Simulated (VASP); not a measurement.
# In (Im-3m) in VASP: a series of runs, part 2 of 2

VASP 6.6.1.

## 3. Single point, RPBE

INCAR reads:

```
PREC = Accurate
ENCUT = 520
EDIFF = 1E-6
ISMEAR = 0
SIGMA = 0.1
LREAL = F
LASPH = T
NELM = 60
ALGO = Normal
ISIF = 2
LWAVE = F
LCHARG = F
GGA = RP
NBANDS = 12
```

KPOINTS reads:

```
Automatic mesh
0
Gamma
  10 10 10
```

POSCAR reads:

```
In
1.0
   -1.8825252400      1.8825252400      1.8825252400
    1.8825252400     -1.8825252400      1.8825252400
    1.8825252400      1.8825252400     -1.8825252400
In
1
Cartesian
    0.0000000000      0.0000000000      0.0000000000
```

Potentials or basis: VASP PAW PBE potentials, release 54 (In_d).

Started as:

```sh
$ cat potpaw_PBE.54/In_d/POTCAR > POTCAR
$ mpirun -np 1 vasp_std > vasp.out
```

OUTCAR:

```text
PREC = Accurate
   ENCUT = 520
   EDIFF = 1E-6
   ISMEAR = 0
   LREAL = F
   LASPH = T
   NELM = 60
   ISIF = 2
   GGA = RP

 ion  position               nearest neighbor table
   1  0.000  0.000  0.000-

  LATTYP: Found a body centered cubic cell.
 ALAT       =     3.7650504800

  Lattice vectors:

 A1 = (  -1.8825252400,   1.8825252400,   1.8825252400)
 A2 = (   1.8825252400,  -1.8825252400,   1.8825252400)
 A3 = (   1.8825252400,   1.8825252400,  -1.8825252400)

Analysis of symmetry for initial positions (statically):
=====================================================================
 Subroutine PRICEL returns:
 Original cell was already a primitive cell.

 Routine SETGRP: Setting up the symmetry group for a
 body centered cubic supercell.

 Subroutine GETGRP returns: Found 48 space group operations
 (whereof 48 operations were pure point group operations)
 out of a pool of 48 trial point group operations.

The static configuration has the point symmetry O_h .

Analysis of symmetry for dynamics (positions and initial velocities):
=====================================================================
 Subroutine PRICEL returns:
 Original cell was already a primitive cell.

 Routine SETGRP: Setting up the symmetry group for a
 body centered cubic supercell.

 Subroutine GETGRP returns: Found 48 space group operations
 (whereof 48 operations were pure point group operations)
 out of a pool of 48 trial point group operations.

The dynamic configuration has the point symmetry O_h .

 Subroutine INISYM returns: Found 48 space group operations
 (whereof 48 operations are pure point group operations),
 and found     1 'primitive' translations

----------------------------------------------------------------------------------------

                                     Primitive cell

  volume of cell :      26.6859

[... 129 lines left out ...]
  volume/ion in A,a.u.               =      26.69       180.09
  Fermi-wavevector in a.u.,A,eV,Ry     =   1.288136  2.434225 22.576080  1.659295
  Thomas-Fermi vector in A             =   2.420108
   LORBIT       =      0    0 simple, 1 ext, 2 COOP (PROOUT), +10 PAW based schemes
   GGA     = RP    functional components
   LHFCALC =     F    Hartree Fock is set to
   AEXX    =    0.0000 exact exchange contribution
   IVDW    =     0    specifies the selected vdW correction
   LEPSILON=     F    determine dielectric tensor
   LRPA    =     F    only Hartree local field effects (RPA)
 non-spin polarized calculation
 Gauss-broadening in eV      SIGMA  =   0.10
  energy-cutoff  :      520.00
  volume of cell :       26.69
 maximum number of plane-waves:       736
   NGX = 13   NGY = 13   NGZ = 13

 number of electron      13.0000005 magnetization

 Free energy of the ion-electron system (eV)
  ---------------------------------------------------
  ext. energy  EPLUGINS =         0.00000000
  ---------------------------------------------------
  free energy    TOTEN  =        -2.17460970 eV

  energy without entropy =       -2.17035288  energy(sigma->0) =       -2.17248129

 E-fermi :   7.3843     XC(G=0): -10.0653

 val. band max:        7.1317813412   @ k =   0.3000   0.2000   0.0000
 cond. band min:       7.3881969234   @ k =   0.3000   0.3000   0.0000
 fundamental gap:      0.2564155822
 Fermi energy:         7.3842683545

 k-point     1 :       0.0000    0.0000    0.0000
  band No.  band energies     occupation
      1      -7.2815      2.00000
      2      -7.2815      2.00000
      3      -7.2815      2.00000
      4      -7.0197      2.00000
      5      -7.0197      2.00000
      6      -1.9567      2.00000
      7      18.4085      0.00000
      8      18.4085      0.00000
      9      18.4086      0.00000
     10      20.3302      0.00000
     11      20.3302      0.00000
     12      20.3302      0.00000
[... 571 lines left out ...]
 k-point    40 :      -0.4000   -0.4000    0.2000
  band No.  band energies     occupation
      1      -7.2474      2.00000
      2      -7.2474      2.00000
      3      -7.1741      2.00000
      4      -6.9359      2.00000
      5      -6.9359      2.00000
      6       5.4069      2.00000
      7       7.0103      2.00000
      8       7.0103      2.00000
      9      14.5133      0.00000
     10      16.5534      0.00000
     11      16.5534      0.00000
     12      20.6955      0.00000

 [... further k-points ...]
[... 5 lines left out ...]
  --------------------------------------------------------------------------------------
  -------------------------------------------------------------------------------------
  Total        0.5089370      0.5089370      0.5089370     -0.0000000     -0.0000000      0.0000000
  in kB       30.5556962     30.5556962     30.5556962     -0.0000000     -0.0000000      0.0000000
  external PRESSURE =      30.5556962 kB  Pullay stress =       0.0000000 kB

 VOLUME and BASIS-vectors are now :
 -----------------------------------------------------------------------------
  energy-cutoff  :      520.00
  volume of cell :       26.69
      direct lattice vectors                 reciprocal lattice vectors
    -1.882525240  1.882525240  1.882525240     0.000000000  0.265600689  0.265600689
     1.882525240 -1.882525240  1.882525240     0.265600689  0.000000000  0.265600689
     1.882525240  1.882525240 -1.882525240     0.265600689  0.265600689  0.000000000

 POSITION                                       TOTAL-FORCE (eV/Angst)
 -----------------------------------------------------------------------------------
      0.00000      0.00000      0.00000        -0.000000      0.000000      0.000000
 -----------------------------------------------------------------------------------
    total drift:                                0.000000      0.000000     -0.000000

  FREE ENERGIE OF THE ION-ELECTRON SYSTEM (eV)
  ---------------------------------------------------
  free  energy   TOTEN  =        -2.1746097033 eV

  energy  without entropy=       -2.1703528808  energy(sigma->0) =       -2.17248129
```

OSZICAR:

```text
N       E                     dE             d eps       ncg     rms          rms(c)
DAV:   1     0.775525433821E+02    0.77553E+02   -0.63351E+03  1156   0.136E+03
DAV:   2     0.164559917796E+01   -0.75907E+02   -0.73906E+02  1200   0.291E+02
DAV:   3    -0.210016480549E+01   -0.37458E+01   -0.37365E+01  1380   0.642E+01
DAV:   4    -0.218841852365E+01   -0.88254E-01   -0.88229E-01  1436   0.981E+00
DAV:   5    -0.219184263973E+01   -0.34241E-02   -0.34240E-02  1488   0.167E+00    0.212E+00
DAV:   6    -0.217716854926E+01    0.14674E-01   -0.24765E-02  1392   0.317E+00    0.110E+00
DAV:   7    -0.217458169427E+01    0.25869E-02   -0.97090E-03  1440   0.183E+00    0.232E-01
DAV:   8    -0.217459552763E+01   -0.13833E-04   -0.98059E-04  1360   0.479E-01    0.322E-02
DAV:   9    -0.217460935337E+01   -0.13826E-04   -0.27787E-05  1540   0.585E-02    0.112E-02
DAV:  10    -0.217460970326E+01   -0.34989E-06   -0.99976E-07   996   0.135E-02
   1 F= -.21746097E+01 E0= -.21724813E+01  d E =-.425682E-02
```

Run time: 8.6 s. Hardware: 1 thread of Intel Xeon Platinum 8488C (Sapphire Rapids), shared host; peak memory 0.14 GiB.

Results:

| Item | Value |
| --- | --- |
| Free energy | -2.1746 eV |
| Pressure | 3.1 GPa |
| Band gap on the k mesh | none (metal or under the smearing width) |

Caveat: the PAW data sets were made with another functional, which shifts forces and pressure a little.

## 4. The reference run

An earlier run on the cell as given: functional PBEsol; potentials or basis VASP PAW PBE potentials, release 64 (In_d); cutoff 520 eV; k mesh 10 × 10 × 10; occupations fermi-dirac, width 0.05 eV; no spin polarisation.

* Pressure: -1.4 GPa
* Band gap on the k mesh: none (metal or under the smearing width)

## 5. The runs side by side

| task | level | potentials or basis | spin | smearing | ladder | gap on the mesh (eV) | pressure (GPa) |
| --- | --- | --- | --- | --- | --- | --- | --- |
| electron localisation function | SCAN+D3 | VASP PAW PBE potentials, release 64 (In_d) | collinear, ferromagnetic start | fermi-dirac 0.1 eV | - | none | -0.9 |
| single point | RPBE | VASP PAW PBE potentials, release 54 (In_d) | off | gaussian 0.1 eV | - | none | 3.1 |
| single point | PBEsol | VASP PAW PBE potentials, release 64 (In_d) | off | fermi-dirac 0.05 eV | free | none | -1.4 |

Alike in all rows: cell as given; k mesh 10 × 10 × 10; cutoff (eV) 520.

Caveats: the PAW data sets were made with another functional, which shifts forces and pressure a little; pairwise dispersion overbinds metals, which lowers pressure and volume (some runs).

Absolute energies hang on the potentials; compare differences alone.
